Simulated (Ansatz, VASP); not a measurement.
As in VASP and in Ansatz

```
As
1.0
     2.72930    0.00000    0.00000
     0.00000    2.72930    0.00000
     0.00000    0.00000    2.72930
As
1
Direct
  0.00000 0.00000 0.00000
```

Alike in both runs: functional PBE; k mesh 13 × 13 × 13; occupations fermi-dirac, width 0.03 eV; no spin polarisation.

Ansatz relaxed the structure, and its values are those at the end. VASP's run is a single point on that final structure, the one shown.

```csv
,VASP,Ansatz
version,VASP 6.6.1,Ansatz 0.2.0
potentials or method,"VASP PAW PBE potentials, release 64 (As)","PAW with Ansatz's default frozen-core files, scalar-relativistic"
plane-wave cutoff (eV),520,420
valence electrons in the cell,5,15
```

|  | VASP | Ansatz | Ansatz less VASP |
| --- | --- | --- | --- |
| pressure (GPa) | 0.2 | 0.0 | -0.16 |

The functional is the same, so the differences come from potentials, cutoffs and numerics. The two sets of potentials don't hold the same shells in valence.
